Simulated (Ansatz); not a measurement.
Write the native input for Ansatz 0.2.0 that does the following.

```yaml
Task: projected density of states
Functional: PBEsol
Potentials_or_basis: Ansatz PAW
Cutoff: "420 eV (not typed: the program's choice for these potentials)"
k_mesh: 10 × 10 × 8
Occupations: fermi-dirac, width 0.05 eV
Spin: no spin polarisation
Hubbard_terms: Ti d U = 4 eV
Hubbard_projectors: ortho-atomic (the default)
Double_counting: fll (the default)
```

Crystal: TiO.

```
Ti O
1.0
     3.03100    0.00000    0.00000
    -1.51550    2.62492    0.00000
     0.00000    0.00000    3.23770
Ti O
1 1
Direct
  0.66667 0.33333 0.00000
  0.00000 0.00000 0.50000
```

One way to write it, as run:

input.yaml

```yaml
crystal:
  lattice:
    - [3.031, 0.0, 0.0]
    - [-1.5155, 2.6249229989, 0.0]
    - [0.0, 0.0, 3.2377]
  atoms:
    - { symbol: Ti, position: [0.6666666667, 0.3333333333, 0.0] }
    - { symbol: O, position: [0.0, 0.0, 0.5] }
hamiltonian:
  xc: pbesol
  pseudopotentials: { kind: paw }
  hubbard: { sites: [{ species: Ti, l: d, u_eff: 4.0 }] }
kpoints:
  mp_grid: { grid: [10, 10, 8] }
scf:
  occupations: { method: fermi_dirac, width: 0.05 }
  n_extra_bands: 6
output:
  forces: true
  stress: true
  eigenvalues: true
  dos: { projected: true, de: 0.05, nscf_kmesh: { grid: [15, 15, 12] } }
```

Potentials or basis: Ansatz PAW.

The run is started by

```sh
$ ansatz run input.yaml --threads 2 --pin off --max-ram 5632MiB --backend cpu --events-out ev --progress --plain --runs-dir out
```

Results of the run:

```
Pressure               : -36.3 GPa
Band gap on the k mesh : 0.25 eV, indirect (least direct gap 0.29 eV)
```

Caveat: a pressure of tens of GPa on the cell as given is suspect, and the run, the potentials or the cell itself is likely at fault; the pressure holds a Pulay correction of +0.5 GPa for the finite cutoff; the PAW data sets come from PBE, with cores solved anew for the run's functional, which leaves a small shift of forces and pressure.

It took 3.7 s on 2 threads of AMD EPYC 7R43 64-Core Processor (Zen 3) (shared host), peak memory 0.37 GiB.
